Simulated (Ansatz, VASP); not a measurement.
**One calculation of HfN, two programs**

```
CELL_PARAMETERS angstrom
0.00000 2.23402 2.23402
2.23402 0.00000 2.23402
2.23402 2.23402 0.00000
ATOMIC_POSITIONS crystal
Hf 0.00000 0.00000 0.00000
N 0.50000 0.50000 0.50000
```

Alike in both runs: functional LDA; k mesh 16 × 16 × 16; occupations methfessel-paxton of order 1, width 0.1 eV; no spin polarisation.

Ansatz relaxed the structure, and its values are those at the end. VASP's run is a single point on that final structure, the one shown.

|  | VASP | Ansatz |
| --- | --- | --- |
| version | VASP 6.6.1 | Ansatz 0.2.0 |
| potentials or method | VASP PAW LDA potentials, release 64 (Hf_pv, N) | scalar-relativistic, plane waves, PAW |
| plane-wave cutoff (eV) | 520 | 420 |
| valence electrons in the cell | 15 | 31 |

VASP gave:

| Item | Value |
| --- | --- |
| gap on the k mesh at the Fermi level (eV) | none |
| pressure (GPa) | -1.2 |

Question: Estimate Ansatz's values.

Answer: gap on the k mesh at the Fermi level (eV): none; pressure (GPa): 0.0.

A gap of «none» marks a metal or a gap that the smearing closes. The two sets of potentials don't hold the same shells in valence.

Spin-orbit coupling is left out, which matters for the levels of Hf.
